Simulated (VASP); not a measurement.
Wanted: the native input for a VASP 6.6.1 run.

- Task: relaxation of cell and atoms
- Functional: HSE06
- Potentials or basis: VASP PAW PBE potentials, release 64 (Cu)
- Cutoff: 600 eV
- k mesh: 7 × 7 × 7
- Occupations: methfessel-paxton, width 0.1 eV
- Spin: no spin polarisation
- Grid for exact exchange (PRECFOCK): Fast
- Screening parameter: 0.2 1/A
- Further INCAR settings: ALGO = Normal; EDIFF = 1e-06; IBRION = 2; EDIFFG = -0.005; NSW = 60; ISIF = 3

Cu:

```
Cu
1.0
     0.00000    1.80750    1.80750
     1.80750    0.00000    1.80750
     1.80750    1.80750    0.00000
Cu
1
Direct
  0.00000 0.00000 0.00000
```

The input as run:

POSCAR

```
Cu
1.0
    0.0000000000      1.8075000000      1.8075000000
    1.8075000000      0.0000000000      1.8075000000
    1.8075000000      1.8075000000      0.0000000000
Cu
1
Cartesian
    0.0000000000      0.0000000000      0.0000000000
```

INCAR.step1

```
SYSTEM = Cu
PREC = Accurate ; ENCUT = 600
EDIFF = 1E-5 ; ISMEAR = 1
SIGMA = 0.1 ; LREAL = .False.
LASPH = .True. ; NELM = 60
ALGO = Normal ; LWAVE = .True.
LCHARG = .False. ; GGA = PE
```

INCAR.step2

```
SYSTEM = Cu
PREC = Accurate ; ENCUT = 600
EDIFF = 1E-6 ; ISMEAR = 1
SIGMA = 0.1 ; LREAL = .False.
LASPH = .True. ; NELM = 60
ALGO = Normal ; ISIF = 3
LWAVE = .False. ; LCHARG = .False.
GGA = PE ; LHFCALC = .True.
HFSCREEN = 0.2 ; PRECFOCK = Fast
IBRION = 2 ; NSW = 60
EDIFFG = -0.005 ; ISTART = 1
```

KPOINTS

```
regular mesh
0
Gamma
  7 7 7
  0 0 0
```

Potentials or basis: VASP PAW PBE potentials, release 64 (Cu).

Command:

```bash
$ cat potpaw_PBE.64/Cu/POTCAR > POTCAR
$ cp INCAR.step1 INCAR
$ mpirun -np 1 vasp_std > vasp.out
$ cp INCAR.step2 INCAR
$ mpirun -np 1 vasp_std > vasp.out
```

It gave:

```yaml
Relaxed_volume: 12.01 Å³/atom
Relaxed_cell: a = 2.571 Å, b = 2.571 Å, c = 2.571 Å, α = 60.00°, β = 60.00°, γ = 60.00°
Space_group_after_relaxing_to_0.05_Å: Fm-3m (No. 225)
Energy_gained_by_relaxing: 1.3 meV/atom
Ionic_steps: 5
Pressure_after_relaxing: 0.0 GPa
Band_gap_on_the_k_mesh: none (metal or under the smearing width)
```

Caveat: the k mesh is coarse (spacing up to 0.43 Å⁻¹), so the values aren't converged, least of all with exact exchange; the PAW data sets were made with another functional, which shifts forces and pressure a little.

Run time: 12 min on 1 thread of Intel(R) Xeon(R) 6975P-C (Granite Rapids) (shared host), peak memory 0.22 GiB.
